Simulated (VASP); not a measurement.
BAs, 2 atoms in the cell. It takes space group F-43m (No. 216, cubic). Conventional cell: a = 4.809 Å, b = 4.809 Å, c = 4.809 Å, α = 90.00°, β = 90.00°, γ = 90.00°. B (site symmetry -43m) is surrounded by 4 As at 2.08 Å. Around As (site symmetry -43m) lie 4 B at 2.08 Å. 

```yaml
Program: VASP 6.6.1
Task: relaxation of cell and atoms
Functional: LDA
Potentials_or_basis: VASP PAW LDA potentials, release 64 (B, As)
Cutoff: 600 eV
k_mesh: 8 × 8 × 8
Occupations: fermi-dirac, width 0.02 eV
Spin: no spin polarisation
Dipole_correction: no
Further_INCAR_settings: ALGO = Normal; EDIFF = 1e-06; IBRION = 2; EDIFFG = -0.005; NSW = 80; ISIF = 3
```

Potentials or basis: VASP PAW LDA potentials, release 64 (B, As).

Run with:

```sh
$ cat potpaw_LDA.64/B/POTCAR potpaw_LDA.64/As/POTCAR > POTCAR
$ mpirun -np 1 vasp_std > vasp.out
```

Hardware: 1 thread of Intel(R) Xeon(R) Platinum 8488C (Sapphire Rapids) (shared host).

Problem. Estimate the wall time of this run.

Solution. Wall time 9.9 s on 1 thread of Intel(R) Xeon(R) Platinum 8488C (Sapphire Rapids), on a shared host, peak memory 0.15 GiB. Counts: scf iterations 25, k points 29, ion steps 3.
